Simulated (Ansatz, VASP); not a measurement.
## One calculation of Bi, two programs

```
Bi
1.0
     3.23838    0.00000    0.00000
     0.00000    3.22164    0.00000
    -0.08045    0.00000    6.44389
Bi
2
Direct
  0.54425 0.00000 0.74958
  0.45575 0.00000 0.25042
```

Alike in both runs: task single point; functional LDA; k mesh 8 × 8 × 4; occupations fermi-dirac, width 0.05 eV; no spin polarisation.

|  | VASP | Ansatz |
| --- | --- | --- |
| version | VASP 6.6.1 | Ansatz 0.2.0 |
| potentials or method | VASP PAW LDA potentials, release 64 (Bi_d), cutoff 520 eV | all-electron LAPW, scalar-relativistic |

|  | VASP | Ansatz | Ansatz less VASP |
| --- | --- | --- | --- |
| gap on the k mesh at the Fermi level (eV) | none | none | - |
| pressure (GPa) | -1.7 | -1.7 | -0.05 |
| largest component of the traceless stress (GPa) | 0.57 | 0.57 | -0.003 |
| rms of the force components (eV/Å) | 0.010 | 0.010 | +0.0006 |

Atom by atom the forces differ by 0.001 eV/Å (rms over components). A gap of «none» marks a metal or a gap that the smearing closes. Ansatz ran all-electron here, so the differences hold the error of VASP's frozen core and of both bases.

Caveats: spin-orbit coupling is left out, which moves the levels of the heavy elements.
